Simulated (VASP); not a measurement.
## A few sheets of MgI2 in VASP

Wanted: how a few sheets of MgI2 relaxes, and what it costs to take an electron out.

Program: VASP 6.6.1. Level of theory: PBE with D3(BJ); plane waves and PAW (I, Mg). Results are calculated unless marked as measured.

This is a report of a sequence of runs, with most program output left out.

## Step 1: Starting point

The cell holds 6 atoms: 4 I and 2 Mg. Cell: a = 4.140 Å, b = 4.140 Å, c = 25.320 Å, α = 90.0°, β = 90.0°, γ = 120.0°. It derives from MgI2. A few sheets cut from a layered arrangement of the crystal. Vacuum lies along c.

## Step 2: Surface relaxation

All atoms relax at the fixed cell.

Input file INCAR:

```
SYSTEM = MgI2
PREC = Normal
ENCUT = 300
EDIFF = 1E-05
NELM = 120
ISMEAR = 0
SIGMA = 0.05
LREAL = .FALSE.
ALGO = Fast
GGA = PE
IVDW = 12
NBANDS = 22
LORBIT = 11
LWAVE = .FALSE.
LCHARG = .FALSE.
KPAR = 2
IBRION = 2
NSW = 40
ISIF = 2
EDIFFG = -0.03
POTIM = 0.4
MAXMIX = 40
IDIPOL = 3
LDIPOL = .TRUE.
DIPOL = 0.5 0.5 0.5
```

Input file POSCAR:

```
MgI2
1.0
    4.1400000000      0.0000000000      0.0000000000
   -2.0700000000      3.5853451720      0.0000000000
    0.0000000000      0.0000000000     25.3200000000
I Mg
4 2
Direct
    0.3333333330      0.6666666670      0.7037914690
    0.6666666670      0.3333333330      0.5679304900
    0.3333333330      0.6666666670      0.4320695100
    0.6666666670      0.3333333330      0.2962085310
    0.0000000000      0.0000000000      0.6358609790
    0.0000000000      0.0000000000      0.3641390210
```

Input file KPOINTS:

```
Automatic mesh
0
Gamma
9 9 1
0 0 0
```

The projector-augmented-wave data sets are I and Mg (PBE family, release 64).

Run with:

```sh
$ mpirun -np 2 vasp_std
```

Run time: 15 s. Hardware: 2 MPI ranks of Intel Xeon 6975P-C (Granite Rapids), shared host; peak memory 0.41 GiB; 29 s of CPU time.

The gap is read on the k-mesh alone, so it is an upper bound where the band edges lie off the mesh. The run keeps the 12 symmetry operations of its start, so it cannot find a distortion of lower symmetry.

Relaxation path:

```csv
step,energy less that of the first step (eV),largest force (eV/Å)
1,0.0000,0.2423
2,-0.0074,0.1975
3,-0.0200,0.0605
4,-0.0209,0.0193
```

The atoms that moved most (Å):

```csv
atom,dx,dy,dz,length
I2,0.000,0.000,0.047,0.047
I3,0.000,0.000,-0.047,0.047
I4,0.000,0.000,0.042,0.042
I1,0.000,0.000,-0.042,0.042
```

The relaxed structure:

```cif
data_structure
_symmetry_space_group_name_H-M 'P 1'
_symmetry_Int_Tables_number 1
_cell_length_a 4.1400
_cell_length_b 4.1400
_cell_length_c 25.3200
_cell_angle_alpha 90.000
_cell_angle_beta 90.000
_cell_angle_gamma 120.000
_cell_volume 375.83
loop_
_atom_site_label
_atom_site_type_symbol
_atom_site_fract_x
_atom_site_fract_y
_atom_site_fract_z
_atom_site_occupancy
I1 I 0.33333 0.66667 0.70214 1
I2 I 0.66667 0.33333 0.56979 1
I3 I 0.33333 0.66667 0.43021 1
I4 I 0.66667 0.33333 0.29786 1
Mg5 Mg 0.00000 0.00000 0.63578 1
Mg6 Mg 0.00000 0.00000 0.36422 1
```

This step gave:

- electronic cycles: 30
- electrons: 32
- free energy (TOTEN): -17.04 eV
- Fermi energy: -1.393 eV
- labelled metallic, from the levels on this mesh: no
- dipole moment: 0, 0, 0 e·Å
- gap on the k-mesh: 3.631 eV
- least direct gap on the k-mesh: 3.931 eV

The run ended after 4 ionic steps, 0.021 eV below its first step, once the forces on the free atoms met EDIFFG = -0.03.

Only the dipole across the slab is computed (IDIPOL = 3); zeros along the plane are no results.

## Step 3: Vacuum level and density of states

A static run writes the electrostatic potential without exchange and correlation (LVHAR), which is flat in the vacuum and gives the level to count from. The dipole correction cancels the field that unlike faces would set up across the vacuum.

Input file INCAR:

```
SYSTEM = MgI2
PREC = Normal
ENCUT = 300
EDIFF = 1E-06
NELM = 120
ISMEAR = 0
SIGMA = 0.05
LREAL = .FALSE.
ALGO = Fast
GGA = PE
IVDW = 12
NBANDS = 32
LORBIT = 11
LWAVE = .FALSE.
LCHARG = .TRUE.
IDIPOL = 3
LDIPOL = .TRUE.
DIPOL = 0.5 0.5 0.5
LVHAR = .TRUE.
LVACPOTAV = .TRUE.
LELF = .TRUE.
NEDOS = 1500
```

Input file POSCAR:

```
MgI2
1.0
    4.1400000000      0.0000000000      0.0000000000
   -2.0700000000      3.5853451720      0.0000000000
    0.0000000000      0.0000000000     25.3200000000
I Mg
4 2
Direct
    0.3333333330      0.6666666670      0.7021439121
    0.6666666670      0.3333333330      0.5697870699
    0.3333333330      0.6666666670      0.4302129301
    0.6666666670      0.3333333330      0.2978560879
    0.0000000000      0.0000000000      0.6357756171
    0.0000000000      0.0000000000      0.3642243829
```

KPOINTS is that of step 2.

Input file KPOINTS_OPT:

```
Line mode
14
Line-mode
Reciprocal
  0.00000000   0.00000000   0.00000000 GAMMA
  0.50000000   0.00000000   0.00000000 M

  0.50000000   0.00000000   0.00000000 M
  0.33333333   0.33333333   0.00000000 K

  0.33333333   0.33333333   0.00000000 K
  0.00000000   0.00000000   0.00000000 GAMMA
```

Run with:

```sh
$ mpirun -np 2 vasp_std
```

Wall time 30 s (2 MPI ranks); peak memory 0.37 GiB.

This step gave:

```yaml
electronic_cycles: 20
fermi_energy: -1.456 eV
least_gap_on_mesh_and_path: 3.591 eV
least_direct_gap_on_mesh_and_path: 3.931 eV
vacuum_levels: 4.694, 4.694 eV
ionisation_potentials_of_the_upper_and_lower_face: 6.362, 6.362 eV
electron_affinities_of_the_upper_and_lower_face: 2.772, 2.772 eV
```

The electronic bands at the labelled points (eV, zero at the valence-band top; v1 is the highest filled band, c1 the lowest empty one):

```csv
point,v4,v3,v2,v1,c1,c2,c3,c4
Γ,-0.04,-0.04,0.00,0.00,3.93,4.41,4.89,4.93
0.46 of the way,-0.71,-0.32,-0.25,-0.16,4.49,4.69,5.45,5.63
M,-0.78,-0.72,-0.54,-0.43,3.59,3.65,5.22,5.34
0.46 of the way,-0.90,-0.85,-0.67,-0.59,4.08,4.15,5.84,6.04
K,-0.98,-0.98,-0.65,-0.65,4.16,4.62,6.08,6.08
0.46 of the way,-0.86,-0.75,-0.51,-0.33,4.71,4.74,5.91,6.01
Γ,-0.04,-0.04,0.00,0.00,3.93,4.41,4.89,4.93
```

Of the projections kept (I, Mg), the largest for each band there; the rest of the weight can lie on other orbitals:

```csv
point,v4,v3,v2,v1,c1,c2,c3,c4
Γ,I 0.98,I 0.98,I 0.98,I 0.98,I 0.63,I 0.64,I 0.71,I 0.70
M,I 0.98,I 0.99,I 0.99,I 0.99,Mg 0.53,Mg 0.53,I 0.84,I 0.77
K,I 0.99,I 0.99,I 0.99,I 0.99,I 0.51,I 0.55,I 0.77,I 0.77
Γ,I 0.98,I 0.98,I 0.98,I 0.98,I 0.63,I 0.64,I 0.71,I 0.70
```

The density of states has structure finer than the step of the table below, so its rows give means over 1 eV, whole bins alone (the curve runs from -12.0 to 10.7 eV). Peaks (eV: height): total -11.1: 22.2, -0.7: 15.7, -0.5: 20.5, 5.9: 15.0; I s -11.1: 16.7; I p -2.8: 3.75, -1.1: 5.82, -0.7: 8.48, -0.5: 11.4; I d 5.9: 1.21, 6.7: 1.14, 7.2: 1.28, 7.4: 1.23; Mg s 3.9: 0.698, 4.2: 1.04, 4.5: 1.33, 4.7: 0.853.

Means over bins of 0.080 eV. Density of states against energy, zero at the valence-band top; means over each step; values in states/eV/cell:

```csv
energy (eV),total,I s,I p,I d,Mg s,Mg p
-11,6.48,4.81,0.00838,1.8e-4,0.00528,0.0112
-10,0,0,0,0,0,0
-9,0,0,0,0,0,0
-8,0,0,0,0,0,0
-7,0,0,0,0,0,0
-6,0,0,0,0,0,0
-5,0,0,0,0,0,0
-4,0.329,0.00237,0.110,9.5e-4,0.0192,1.2e-4
-3,5.90,0.117,2.12,0.0140,0.217,0.0461
-2,4.54,0.0197,1.99,0.0133,0.0130,0.0733
-1,9.56,0.0230,4.96,0.0177,0.0125,0.0777
0,3.69,0.00453,2.12,0.00417,0.00116,0.0161
1,0,0,0,0,0,0
2,0,0,0,0,0,0
3,0.00330,6.9e-5,2.6e-4,2.0e-4,5.9e-4,1.6e-6
4,2.42,0.0545,0.299,0.136,0.418,0.0102
5,2.56,0.116,0.290,0.143,0.277,0.0550
6,6.35,0.192,0.337,0.520,0.0298,0.223
7,9.12,0.104,0.600,0.908,0.0238,0.551
8,6.20,0.0389,0.422,0.560,0.0179,0.197
9,4.97,0.0358,0.385,0.407,0.0190,0.0771
10,0.407,0.00373,0.0284,0.0219,0.00344,0.00294
```

Zero at the Fermi level. The planar average of the electrostatic potential by height:

height (Å), planar average of the electrostatic potential (eV) and a bar from the least value:
```
        0        6.2 ##############################
        1        6.2 ##############################
        2        6.2 ##############################
        3        6.2 ##############################
        4        6.1 ##############################
        5        6.1 ##############################
        6        5.6 #############################
        7       -4.7 ###########
        8       -7.6 ######
        9       -1.4 #################
       10       -1.4 #################
       11      -11.0 
       12        4.1 ##########################
       13        5.2 ############################
       14       -7.0 #######
       15       -5.8 #########
       16       -1.5 #################
       17       -2.5 ###############
       18       -9.9 ##
       19        4.7 ###########################
       20        6.1 ##############################
       21        6.1 ##############################
       22        6.2 ##############################
       23        6.2 ##############################
       24        6.2 ##############################
       25        6.2 ##############################
```

Density of states in the PAW spheres, an atom over height of the layer and energy from the Fermi level.

Ten even steps from '_' (0.00 states/eV) to '@' (1.97 states/eV), each cell a mean:
```
____________
____________
--__----__--
@@__@@@@__@@
**__++++__**
==__====__==
--__----__--
..__....__..
::__::::__::
--__----__--
::__::::__::
____________
____________
____________
____________
____________
____________
____________
____________
____________
____________
____________
```
Columns: height of the layer (Å) from 7.5 to 17.8 (not evenly spaced); rows upwards: energy from the Fermi level (eV) from -7.9 to 0.5.

ELF in the ca plane at fractional y = 0.000, with atoms of Mg within 0.2 Å of it. It is the smooth field of the valence electrons, not physical close to the nuclei.

Ten even steps from '0' (0.00) to '9' (0.83), each cell a mean:
```
00000000000000000000111000011100000000011100
00000000000000000012344310244321000001234421
00000000000000001356776522467765300024677752
00000000000000124689998522479998610148999852
00000000000000136899998521489999720169999852
00000000000000146899998521489999720169999852
00000000000000125789998522489998610158999852
00000000000000013567887522478886410036788752
00000000000000000123455411355442100012345531
00000000000000000001122100122110000000112210
00000000000000000000011000001000000000001100
```
Columns run along c (16.0 Å, from fractional 0.02 to 0.65 of the cell), rows up along a (4.1 Å). Atoms in or near the plane, at fractional coordinates: Mg at (0.64, 0.00), Mg at (0.36, 0.00).

Electrostatic potential energy in the ca plane at fractional y = 0.000, with atoms of Mg within 0.2 Å of it. With pseudopotentials it is smooth inside the atoms' cores, unlike the true potential.

Ten even steps from '0' (-21 eV) to '9' (5 eV), each cell a mean:
```
99999999999999999999874000157999999999986300
99999999999999999999886311468999999999987521
99999999999999999999887656788899999999888765
99999999999999999988788888888789999998878888
99999999999999999987778898887778999987777889
99999999999999999987678899887678999987767899
99999999999999999987778888887778999998778888
99999999999999999998888777788889999999888877
99999999999999999999887533578899999999988643
99999999999999999999875100268999999999987400
99999999999999999999873000057999999999986200
```
Columns run along c (16.0 Å, from fractional 0.02 to 0.65 of the cell; values clipped at the 3rd and 97th percentile), rows up along a (4.1 Å). Atoms in or near the plane, at fractional coordinates: Mg at (0.64, 0.00), Mg at (0.36, 0.00).

Valence density in the ca plane at fractional y = 0.000, with atoms of Mg within 0.2 Å of it. It is the smooth field of the valence electrons, not physical close to the nuclei.

Ten even steps from '0' (0.00 e/Å³) to '9' (0.34 e/Å³), each cell a mean:
```
00000000000000000001111100111100000000111100
00000000000000000011222111222210000001122211
00000000000000000123443222234431100012344321
00000000000000000236664322356653100124665422
00000000000000001258985322368974210136897432
00000000000000001369985322469985211136997532
00000000000000001247875322357864210135786422
00000000000000000134554222345542100013454322
00000000000000000012332211233221000011233221
00000000000000000001122101122110000000112110
00000000000000000000111000111100000000111100
```
Columns run along c (16.0 Å, from fractional 0.02 to 0.65 of the cell), rows up along a (4.1 Å). Atoms in or near the plane, at fractional coordinates: Mg at (0.64, 0.00), Mg at (0.36, 0.00).

The density of states holds every band computed, so its fall toward the upper end of the range is no gap.

The map of layer states is cut here 0.5 eV above the Fermi level, so it leaves out the states above that.

The vacuum level lies 6.36 eV above the highest filled level at the upper face; both faces agree, as the slab has next to no dipole.

The program found no field-free point at its default tolerance, but its printed level agrees with the flat part of the planar average.

## Step 4: Derived quantities

This step: slab, PBE + D3(BJ); plane waves and PAW (VASP 6.6.1).

No new run; the numbers come from the runs before.

This step gave:

| Quantity | Value |
| --- | --- |
| ionisation potential at the upper face | 6.362 eV |

## Step 5: What came out

```
ionisation potential of the slab : 6.36 eV
```

**Reading.** The ionisation potential is 6.36 eV at both faces. The atom that ends on top (I) moved inwards by 0.04 Å, counted from the mean of all atoms. Semilocal band edges put the ionisation potential too low and the gap too small. Spin-orbit coupling is left out, which matters for the heavy elements here. The cell in the plane was kept as given and was not relaxed here. The slab has a gap, so the level below the vacuum is counted from the highest filled level.

[Lines on the potential files, build, host, timing and source positions are cut from VASP's logs without a mark.]

[Logs are printed without paths, hosts, clocks, repeated set-up lines and the standing remarks that a program may print on its own settings, such as how far it seeks lower states.]

[Hosts, paths, dates, database ids (printed as entryN), source tags and the programs' standing remarks are cut or masked in the printed files.]

[In band tables of VASP the shares of atoms and orbitals are scaled to a sum of 1 inside the atoms' spheres.]

[Runs that stopped without an error message from VASP are left out.]
